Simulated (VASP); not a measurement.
# FeO (Fm-3m) in VASP: notebook

Runs on FeO. Level: PBE+U. Tasks: single point.

All numbers are computed with VASP 6.6.1; they aren't measurements. Logs are shortened: lines on timing, memory, paths and dates and some standing lists are left out, and cuts for length are marked.

### Step 1. The crystal as given

It takes space group Fm-3m (No. 225, cubic). Conventional cell: a = 4.311 Å, b = 4.311 Å, c = 4.311 Å, α = 90.00°, β = 90.00°, γ = 90.00°. Fe (site symmetry m-3m) is surrounded by 6 O at 2.16 Å. O (site symmetry m-3m) has 6 Fe at 2.16 Å as nearest neighbours.

### Step 2. Single point, PBE+U, collinear spin, ferromagnetic start

Contents of INCAR:

```
  PREC = Accurate
  ENCUT = 520
  EDIFF = 1E-7
  ISMEAR = 0
  SIGMA = 0.05
  LREAL = False
  LASPH = True
  NELM = 100
  ALGO = Normal
  ISIF = 2
  LWAVE = False
  LCHARG = False
  ISPIN = 2
  MAGMOM = 3 0
  LORBIT = 11
  NUPDOWN = 4
  LMAXMIX = 4
  LDAU = True
  LDAUTYPE = 2
  LDAUL = 2 -1
  LDAUU = 5 0
  LDAUJ = 0 0
  LDAUPRINT = 1
  GGA = PE
  NBANDS = 18
```

Contents of KPOINTS:

```
regular mesh
0
Gamma
  8 8 8
```

Contents of POSCAR:

```
FeO
1.0
    0.0000000000      2.1554001600      2.1554001600
    2.1554001600      0.0000000000      2.1554001600
    2.1554001600      2.1554001600      0.0000000000
Fe O
1 1
Direct
    0.0000000000      0.0000000000      0.0000000000
    0.5000000000      0.5000000000      0.5000000000
```

Potentials or basis: VASP PAW PBE potentials, release 64 (Fe, O).

The run is started by

```bash
$ cat potpaw_PBE.64/Fe/POTCAR potpaw_PBE.64/O/POTCAR > POTCAR
$ mpirun -np 1 vasp_std > vasp.out
```

OUTCAR:

```text
PREC = Accurate
   ENCUT = 520
   EDIFF = 1E-7
   ISMEAR = 0
   LREAL = False
   LASPH = True
   NELM = 100
   ISIF = 2
   ISPIN = 2
   LORBIT = 11
   NUPDOWN = 4
   GGA = PE

 ion  position               nearest neighbor table
   1  0.000  0.000  0.000-   2 2.16   2 2.16   2 2.16   2 2.16   2 2.16   2 2.16
   2  0.500  0.500  0.500-   1 2.16   1 2.16   1 2.16   1 2.16   1 2.16   1 2.16

  LATTYP: Found a face centered cubic cell.
 ALAT       =     4.3108003200

  Lattice vectors:

 A1 = (   0.0000000000,   2.1554001600,   2.1554001600)
 A2 = (   2.1554001600,   0.0000000000,   2.1554001600)
 A3 = (   2.1554001600,   2.1554001600,   0.0000000000)

Analysis of symmetry for initial positions (statically):
=====================================================================
 Subroutine PRICEL returns:
 Original cell was already a primitive cell.

 Routine SETGRP: Setting up the symmetry group for a
 face centered cubic supercell.

 Subroutine GETGRP returns: Found 48 space group operations
 (whereof 48 operations were pure point group operations)
 out of a pool of 48 trial point group operations.

The static configuration has the point symmetry O_h .

Analysis of symmetry for dynamics (positions and initial velocities):
=====================================================================
 Subroutine PRICEL returns:
 Original cell was already a primitive cell.

 Routine SETGRP: Setting up the symmetry group for a
 face centered cubic supercell.

 Subroutine GETGRP returns: Found 48 space group operations
 (whereof 48 operations were pure point group operations)
 out of a pool of 48 trial point group operations.

The dynamic configuration has the point symmetry O_h .

Analysis of structural, dynamic, and magnetic symmetry:
=====================================================================
 Subroutine PRICEL returns:
 Original cell was already a primitive cell.

 Routine SETGRP: Setting up the symmetry group for a
 face centered cubic supercell.

 Subroutine GETGRP returns: Found 48 space group operations
 (whereof 48 operations were pure point group operations)
 out of a pool of 48 trial point group operations.

The overall configuration has the point symmetry O_h .

 Subroutine INISYM returns: Found 48 space group operations
 (whereof 48 operations are pure point group operations),
 and found     1 'primitive' translations

----------------------------------------------------------------------------------------

                                     Primitive cell

  volume of cell :      20.0269

  direct lattice vectors                    reciprocal lattice vectors
     0.000000000  2.155400160  2.155400160    -0.231975486  0.231975486  0.231975486
     2.155400160  0.000000000  2.155400160     0.231975486 -0.231975486  0.231975486
     2.155400160  2.155400160  0.000000000     0.231975486  0.231975486 -0.231975486

  length of vectors
     3.048196139  3.048196139  3.048196139     0.401793328  0.401793328  0.401793328

  position of ions in fractional coordinates (direct lattice)
     0.000000000  0.000000000  0.000000000
     0.500000000  0.500000000  0.500000000

  ion indices of the primitive-cell ions
   primitive index   ion index
                 1           1
                 2           2

----------------------------------------------------------------------------------------

 KPOINTS: regular mesh

Automatic generation of k-mesh.
 Grid dimensions read from file:
 generate k-points for:    8    8    8

 Generating k-lattice:

  Cartesian coordinates                     Fractional coordinates (reciprocal lattice)
    -0.028996936  0.028996936  0.028996936     0.125000000  0.000000000  0.000000000
     0.028996936 -0.028996936  0.028996936     0.000000000  0.125000000  0.000000000
     0.028996936  0.028996936 -0.028996936     0.000000000  0.000000000  0.125000000

  Length of vectors
     0.050224166  0.050224166  0.050224166

  Shift w.r.t. Gamma in fractional coordinates (k-lattice)
     0.000000000  0.000000000  0.000000000

 Subroutine IBZKPT returns following result:
 ===========================================

 Found     29 irreducible k-points:

 Following reciprocal coordinates:
            Coordinates               Weight
  0.000000  0.000000  0.000000      1.000000
  0.125000  0.000000  0.000000      8.000000
  0.250000  0.000000  0.000000      8.000000
  0.375000  0.000000  0.000000      8.000000
  0.500000  0.000000  0.000000      4.000000
  0.125000  0.125000  0.000000      6.000000
[... 16 lines left out ...]
  0.500000  0.250000  0.125000     48.000000
 -0.375000  0.250000  0.125000     24.000000
 [... further k-points ...]
   k-points           NKPTS =     29   k-points in BZ     NKDIM =     29   number of bands    NBANDS=     18
   number of dos      NEDOS =    301   number of ions     NIONS =      2
   total plane-waves  NPLWV =  13824
   dimension x,y,z NGX =    24 NGY =   24 NGZ =   24
   dimension x,y,z NGXF=    48 NGYF=   48 NGZF=   48
   ions per type =               1   1
   NGX,Y,Z   is equivalent  to a cutoff of  13.09, 13.09, 13.09 a.u.
   NGXF,Y,Z  is equivalent  to a cutoff of  26.18, 26.18, 26.18 a.u.
 SYSTEM =  unknown system
   PREC   = accura    normal or accurate (medium, high low for compatibility)
   ISTART =      0    job   : 0-new  1-cont  2-samecut
   ICHARG =      2    charge: 1-file 2-atom 10-const
   ISPIN  =      2    spin polarized calculation?
   LNONCOLLINEAR =      F non collinear calculations
   LSORBIT =      F    spin-orbit coupling
   LASPH  =      T    aspherical Exc in radial PAW
   ENCUT  =  520.0 eV  38.22 Ry    6.18 a.u.   5.67  5.67  5.67*2*pi/ulx,y,z
   NELM   =    100;   NELMIN=  2; NELMDL= -5     # of ELM steps
   EDIFF  = 0.1E-06   stopping-criterion for ELM
   LREAL  =      F    real-space projection
   EDIFFG = 0.1E-05   stopping-criterion for IOM
   NSW    =      0    number of steps for IOM
   IBRION =     -1    ionic relax: 0-MD 1-quasi-New 2-CG
   NFREE  =      0    steps in history (QN), initial steepest desc. (CG)
   ISIF   =      2    stress and relaxation
   ISYM   =      2    0-nonsym 1-usesym 2-fastsym
   POTIM  = 0.5000    time-step for ionic-motion
   TEBEG  =    0.0;   TEEND  =   0.0 temperature during run
   PSTRESS=    0.0 pullay stress
   NELECT =      14.0000    total number of electrons
   NUPDOWN=       4.0000    fix difference up-down
   EMIN   =  10.00;   EMAX   =-10.00  energy-range for DOS
   EFERMI =   0.00;   METHOD = LEGACY
   ISMEAR =     0;   SIGMA  =   0.05  broadening in eV -4-tet -1-fermi 0-gaus
   EFERMI_NEDOS =   21; number of points for ismear=-14 and -15
   IALGO  =     38    algorithm
   IMIX   =      4    mixing-type and parameters
     AMIX     =   0.40;   BMIX     =  1.00
     AMIX_MAG =   1.60;   BMIX_MAG =  1.00
  volume/ion in A,a.u.               =      10.01        67.57
  Fermi-wavevector in a.u.,A,eV,Ry     =   1.452935  2.745650 28.722183  2.111021
  Thomas-Fermi vector in A             =   2.570260
   LORBIT       =     11    0 simple, 1 ext, 2 COOP (PROOUT), +10 PAW based schemes
 LDA+U is selected, type is set to LDAUTYPE =  2
   angular momentum for each species LDAUL =     2   -1
   U (eV)           for each species LDAUU =   5.0  0.0
   J (eV)           for each species LDAUJ =   0.0  0.0
   GGA     = PE    functional components
   LHFCALC =     F    Hartree Fock is set to
   AEXX    =    0.0000 exact exchange contribution
   IVDW    =     0    specifies the selected vdW correction
   LEPSILON=     F    determine dielectric tensor
   LRPA    =     F    only Hartree local field effects (RPA)
 spin polarized calculation
 Gauss-broadening in eV      SIGMA  =   0.05
  energy-cutoff  :      520.00
  volume of cell :       20.03
 maximum number of plane-waves:       553
   NGX = 11   NGY = 11   NGZ = 11

atom =   1  type =  1  l = 2

 onsite density matrix

spin component  1

  0.9720  0.0000 -0.0000 -0.0000  0.0000
  0.0000  0.9720 -0.0000  0.0000 -0.0000
 -0.0000 -0.0000  1.0218  0.0000  0.0000
 -0.0000  0.0000  0.0000  0.9720 -0.0000
  0.0000 -0.0000  0.0000 -0.0000  1.0218

spin component  2

  0.3129  0.0000  0.0000 -0.0000 -0.0000
  0.0000  0.3129  0.0000 -0.0000  0.0000
  0.0000  0.0000  0.1020  0.0000 -0.0000
 -0.0000 -0.0000  0.0000  0.3129  0.0000
 -0.0000  0.0000 -0.0000  0.0000  0.1020

 occupancies and eigenvectors

  o =  0.1020  v =  0.0000  0.0000  0.0000  0.0000  0.0000 -0.0000  0.0000 -0.0631  0.0000 -0.9980      0.0000  0.0000  0.0000  0.0000  0.0000  0.0000  0.0000  0.0000  0.0000  0.0000
  o =  0.1020  v =  0.0000  0.0000  0.0000  0.0000  0.0000 -0.0000 -0.0000  0.9980  0.0000 -0.0631      0.0000  0.0000  0.0000  0.0000  0.0000  0.0000  0.0000  0.0000  0.0000  0.0000
  o =  0.3129  v =  0.0000  0.0000  0.0000  0.0000  0.0000 -0.0009  0.2620  0.0000 -0.9651  0.0000      0.0000  0.0000  0.0000  0.0000  0.0000  0.0000  0.0000  0.0000  0.0000  0.0000
  o =  0.3129  v =  0.0000  0.0000  0.0000  0.0000  0.0000 -0.0004  0.9651  0.0000  0.2620 -0.0000      0.0000  0.0000  0.0000  0.0000  0.0000  0.0000  0.0000  0.0000  0.0000  0.0000
  o =  0.3129  v =  0.0000  0.0000  0.0000  0.0000  0.0000 -1.0000 -0.0006 -0.0000  0.0008  0.0000      0.0000  0.0000  0.0000  0.0000  0.0000  0.0000  0.0000  0.0000  0.0000  0.0000
  o =  0.9720  v =  0.0000  0.8312 -0.0000 -0.5560  0.0000  0.0000  0.0000  0.0000  0.0000  0.0000      0.0000  0.0000  0.0000  0.0000  0.0000  0.0000  0.0000  0.0000  0.0000  0.0000
  o =  0.9720  v =  1.0000  0.0000  0.0000  0.0000  0.0000  0.0000  0.0000  0.0000  0.0000  0.0000      0.0000  0.0000  0.0000  0.0000  0.0000  0.0000  0.0000  0.0000  0.0000  0.0000
  o =  0.9720  v =  0.0000  0.5560 -0.0000  0.8312  0.0000  0.0000  0.0000  0.0000  0.0000  0.0000      0.0000  0.0000  0.0000  0.0000  0.0000  0.0000  0.0000  0.0000  0.0000  0.0000
  o =  1.0218  v =  0.0000 -0.0000 -0.9997 -0.0000  0.0246  0.0000  0.0000  0.0000  0.0000  0.0000      0.0000  0.0000  0.0000  0.0000  0.0000  0.0000  0.0000  0.0000  0.0000  0.0000
  o =  1.0218  v =  0.0000  0.0000 -0.0246 -0.0000 -0.9997  0.0000  0.0000  0.0000  0.0000  0.0000      0.0000  0.0000  0.0000  0.0000  0.0000  0.0000  0.0000  0.0000  0.0000  0.0000

 number of electron      13.9999999 magnetization       3.9999871

 Free energy of the ion-electron system (eV)
  ---------------------------------------------------
  ext. energy  EPLUGINS =         0.00000000
  ---------------------------------------------------
  free energy    TOTEN  =       -12.51191501 eV

  energy without entropy =      -12.51048521  energy(sigma->0) =      -12.51120011

 E-fermi :   6.8584     XC(G=0): -12.1487

 val. band max:        6.8298938070   @ k =  -0.3750   0.2500   0.0000
 cond. band min:       6.3917397568   @ k =   0.0000   0.0000   0.0000
 fundamental gap:     -0.4381540502
 Fermi energy:         4.9769880478

 spin component 1

 k-point     1 :       0.0000    0.0000    0.0000
  band No.  band energies     occupation
      1     -14.2653      1.00000
      2      -0.3645      1.00000
      3      -0.3645      1.00000
      4      -0.2101      1.00000
      5      -0.2101      1.00000
      6      -0.2101      1.00000
[... 10 lines left out ...]
     17      26.7509      0.00000
     18      27.0627      0.00000
[... 463 lines left out ...]
 k-point    24 :      -0.3750    0.2500    0.1250
  band No.  band energies     occupation
      1     -13.0985      1.00000
      2      -2.3453      1.00000
      3      -1.7402      1.00000
      4      -1.6897      1.00000
      5       0.3135      1.00000
      6       0.5039      1.00000
[... 10 lines left out ...]
     17      32.3810      0.00000
     18      32.8246      0.00000

 [... further k-points ...]

 spin component 2

 k-point     1 :       0.0000    0.0000    0.0000
  band No.  band energies     occupation
      1     -13.9208      1.00000
      2       3.0452      1.00000
      3       3.0452      1.00000
      4       3.0452      1.00000
      5       6.1180      1.00000
      6       6.1185      1.00000
[... 10 lines left out ...]
     17      28.4166      0.00000
     18      32.4944      0.00000
[... 463 lines left out ...]
 k-point    24 :      -0.3750    0.2500    0.1250
  band No.  band energies     occupation
      1     -12.6342      1.00000
      2      -0.9844      1.00000
      3       0.8487      1.00000
      4       1.5251      1.00000
      5       6.9444      0.00745
      6       7.0310      0.00000
[... 10 lines left out ...]
     17      33.2630      0.00000
     18      35.3957      0.00000

 [... further k-points ...]
[... 5 lines left out ...]
  --------------------------------------------------------------------------------------
  -------------------------------------------------------------------------------------
  Total       -0.0919055     -0.0919055     -0.0919055      0.0000000      0.0000000     -0.0000000
  in kB       -7.3525572     -7.3525572     -7.3525572      0.0000000      0.0000000     -0.0000000
  external PRESSURE =      -7.3525572 kB  Pullay stress =       0.0000000 kB

 VOLUME and BASIS-vectors are now :
 -----------------------------------------------------------------------------
  energy-cutoff  :      520.00
  volume of cell :       20.03
      direct lattice vectors                 reciprocal lattice vectors
     0.000000000  2.155400160  2.155400160    -0.231975486  0.231975486  0.231975486
     2.155400160  0.000000000  2.155400160     0.231975486 -0.231975486  0.231975486
     2.155400160  2.155400160  0.000000000     0.231975486  0.231975486 -0.231975486

 POSITION                                       TOTAL-FORCE (eV/Angst)
 -----------------------------------------------------------------------------------
      0.00000      0.00000      0.00000         0.000000     -0.000000     -0.000000
      2.15540      2.15540      2.15540        -0.000000      0.000000      0.000000
 -----------------------------------------------------------------------------------
    total drift:                                0.000000     -0.000000     -0.000000

  FREE ENERGIE OF THE ION-ELECTRON SYSTEM (eV)
  ---------------------------------------------------
  free  energy   TOTEN  =       -12.5119150120 eV

  energy  without entropy=      -12.5104852077  energy(sigma->0) =      -12.51120011

 total charge

# of ion       s       p       d       tot
------------------------------------------
    1        0.294   0.368   6.079   6.741
    2        1.552   3.464   0.000   5.016
--------------------------------------------------
tot          1.845   3.832   6.079  11.756

 magnetization (x)

# of ion       s       p       d       tot
------------------------------------------
    1        0.025   0.020   3.811   3.856
    2        0.020   0.165   0.000   0.185
--------------------------------------------------
tot          0.045   0.185   3.811   4.041
```

Wall time 17 s (1 thread of AMD EPYC 9R45 (Zen 5), shared host); peak memory 0.13 GiB.

Results:

| Quantity | Value |
| --- | --- |
| Free energy | -12.5119 eV |
| Pressure | -0.7 GPa |
| Net moment | 4.00 μB per cell |
| Site moments | Fe +3.86; O +0.18 μB |
| Valence electrons inside the program's atomic spheres | Fe 6.74; O 5.02 |

Eigenvalues of the final occupation matrices:
```tsv
site	spin	trace	eigenvalues
site 1 d	1	4.96	0.97 0.97 0.97 1.02 1.02
site 1 d	2	1.14	0.10 0.10 0.31 0.31 0.31
```

Caveat: the total moment is fixed, so each spin has its own Fermi level; a cell with one magnetic atom can't hold antiferromagnetic order, which such compounds often take.

(Continued in part 2 of 2.)
